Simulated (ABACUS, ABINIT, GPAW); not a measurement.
## Si: band gap by level of theory

The structure is cubic, space group Fd-3m (No. 227). The conventional cell has a = 5.444 Å, b = 5.444 Å, c = 5.444 Å, α = 90.00°, β = 90.00°, γ = 90.00°. Around Si (site symmetry -43m) lie 4 Si at 2.36 Å.

| rung | level | program and potentials | cutoff (eV) | k mesh | task | core time | chip | band gap (eV) | miss (eV) | notes |
| --- | --- | --- | --- | --- | --- | --- | --- | --- | --- | --- |
| GGA | PBE | ABINIT, SPMS NC PBE v1.0 | 381 | 6 × 6 × 6 | single point | 2.3 s | Intel Xeon | 0.72 | -0.38 | mesh may miss the edge |
| LDA | LDA | ABINIT, JTH PAW LDA v2.0 | 408 | 6 × 6 × 6 | single point | 2.5 s | Arm Neoverse V2 | 0.62 | -0.48 | mesh may miss the edge; far from this level's other runs, cause not traced |
| GGA | PW91 | ABACUS, Ansatz NC PBE, plane waves | 490 | 6 × 6 × 6 | single point | 5.6 s | Intel Xeon Platinum 8488C Sapphire Rapids | 0.73 | -0.37 | potentials made for PBE; mesh may miss the edge; far from this level's other runs, on another mesh |
| GGA | AM05 | ABINIT, PseudoDojo NC SR PBEsol v0.4.1 standard | 490 | 8 × 8 × 8 | band structure | 17 s | Arm Neoverse V2 | 0.51 | -0.59 | potentials made for PBEsol; from the band path |
| GGA | BLYP | GPAW, PAW data sets generated for this functional | 600 | 8 × 8 × 8 | band structure | 34 s | Arm Neoverse V1 | 0.81 | -0.29 | from the band path |
| GGA | PW91 | ABINIT, JTH PAW PBE v2.0 | 408 | 8 × 8 × 8 | band structure | 38 s | Arm Neoverse V1 | (a) | ? | potentials made for PBE; from the band path |

Times are single runs on shared hosts and different chips, so they are rough; meshes, cutoffs and the tasks' sizes weigh on the time. All rows: no spin polarisation. Gaps are the least found on the k mesh or the band path, and a mesh can miss the band edges. The cell comes from a database and isn't always the measured one. Meshes differ between rows, which moves values too. All levels ran on this one cell, unrelaxed unless noted. Meshes are those of the run's cell of 2 atoms unless a note names another. Misses use the values as printed. Runs on faulty files, with rough fits or with known faults for this quantity aren't shown. No row holds spin-orbit coupling.

Measured: 1.1 eV (arxiv:1111.5263). The runs are for a static lattice.

**Question.** Estimate the value left out from the other rows.

**Answer.** (a) 0.61 eV, miss -0.49.
